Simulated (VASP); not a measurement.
A run of VASP 6.6.1 is set up as follows.

File INCAR:

```
SYSTEM = SiC
PREC = Accurate ; ENCUT = 600
EDIFF = 1E-7 ; ISMEAR = 0
SIGMA = 0.03 ; LREAL = .FALSE.
LASPH = .TRUE. ; NELM = 80
ALGO = Normal ; ISIF = 3
LWAVE = .FALSE. ; LCHARG = .FALSE.
GGA = PE ; IVDW = 12
IBRION = 2 ; NSW = 90
EDIFFG = -0.005
```

Contents of KPOINTS:

```
Automatic mesh
0
G
  12 12 12
  0 0 0
```

Contents of POSCAR:

```
SiC                                     
1.0
    0.0000000000      2.0104273647      2.0104273647
    2.0104273647     -0.0000000000      2.0104273647
    2.0104273647      2.0104273647      0.0000000000
  Si              C             
     1     1
Direct
     0.0000000000000000    0.0000000000000000    0.0000000000000000
     0.5000000000000000    0.5000000000000000    0.5000000000000000
```

Potentials or basis: VASP PAW PBE potentials, release 64 (Si, C).

Run with:

```console
$ cat potpaw_PBE.64/Si/POTCAR potpaw_PBE.64/C/POTCAR > POTCAR
$ mpirun -np 1 vasp_std > vasp.out
```

Task: What does it give for the dispersion energy per atom?

Result: -0.381 eV.

Task: Predict the band gap on the k mesh.

Result: None (metal or under the smearing width).

Final structure:
```
Si C
1.0
     0.00000    2.01043    2.01043
     2.01043    0.00000    2.01043
     2.01043    2.01043    0.00000
Si C
1 1
Direct
  0.00000 0.00000 0.00000
  0.50000 0.50000 0.50000
```

Caveat: the relaxation stopped at its first step, so nothing moved.
